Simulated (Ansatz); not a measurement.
## MgSe: the change of phonon entropy and phonon heat capacity with temperature

Results calculated with Ansatz 0.2.0, not measured. Harmonic vibrational free energy, entropy and heat capacity at constant volume, per atom, from the force constants of a q mesh, imaginary modes left out; plane waves with PAW datasets, Gamma-centred k mesh.

Structure of every row (space group Fm-3m, No. 225):
```
MgSe
1.0
      0.0000     2.7542     2.7542
      2.7542     0.0000     2.7542
      2.7542     2.7542     0.0000
Mg Se
1 1
Direct
  0.00000 0.00000 0.00000
  0.50000 0.50000 0.50000
```

Settings of every row: functional PBE; dispersion none; spin none; wave cutoff 420 eV; k mesh 8x8x8; occupations fixed; smearing width 0 eV; pressure 0 GPa; phonon method linear response; q mesh 4x4x4.

Limits: field response not converged on the k mesh; the cell comes from a prototype or a list of computed structures and needn't be the stable phase.

```
row  temperature (K)  phonon entropy (kB/atom)  phonon heat capacity (kB/atom)  phonon free energy (meV/atom)
  1              200                     3.021                           2.671                            5.7
  2              300                     4.143                           2.845                          -25.4
  3              400                     4.972                           2.911                          -64.9
  4              500                     5.625                           2.942                         -110.6
  5              600                     6.163                            2.96                         -161.5
  6              700                      6.62                            2.97                         -216.6
  7              800                     7.017                           2.977                         -275.4
  8              900                         ?                               ?                              ?
  9             1000                     7.683                           2.985                         -402.3
```

Question: what phonon entropy and phonon heat capacity should row 8 give?

Worked fit of phonon entropy. Entropy rises as the heat capacity times the change of ln T, so take t = ln(T / 300 K). The shown rows have t = -0.4055, 0, 0.2877, 0.5108, 0.6931, 0.8473, 0.9808, 1.204. Least squares give phonon entropy = 4.1522 + 2.83627 × t + 0.08401 × t² kB/atom; a straight line predicts inner rows, each left out in turn, worse (root mean square 0.019 against 0.0066 kB/atom). The rows lie off it by 0.005, -0.009, -0.003, 0.002, 0.005, 0.004, 0.002, -0.006 (root mean square 0.005 kB/atom), a smooth pattern that one more power would take up: the form is only approximate. The slope at t = 0, 2.84 kB/atom, estimates the heat capacity at 300 K. The withheld row has t = 1.0986, so the fit gives 4.1522 + 2.83627 × (1.0986) + 0.08401 × (1.0986)² = 7.370 kB/atom.

The calculation gave 7.368 kB/atom. The fit lies 0.002 kB/atom (0.043 % of the column's range) above it; its largest miss of a shown row is 0.009 kB/atom.

Worked fit of phonon heat capacity. At high temperature a harmonic heat capacity falls short of its limit by a term in 1/T², so take t = (100 K / T)². The shown rows have t = 0.25, 0.11111, 0.0625, 0.04, 0.02778, 0.02041, 0.01562, 0.01. Least squares give phonon heat capacity = 2.9995 − 1.452 × t + 0.552 × t² kB/atom; a straight line predicts inner rows, each left out in turn, worse (root mean square 0.0031 against 0.00026 kB/atom). All shown rows lie on it to the printed digit. The constant, 2.9995 kB/atom, is to be held against the harmonic limit of 3 k_B an atom. The withheld row has t = 0.01235, so the fit gives 2.9995 − 1.452 × (0.01235) + 0.552 × (0.01235)² = 2.982 kB/atom.

The calculation gave 2.982 kB/atom. The fit meets it to the printed digit.

The other values of row 8: phonon free energy -337.4 meV/atom.
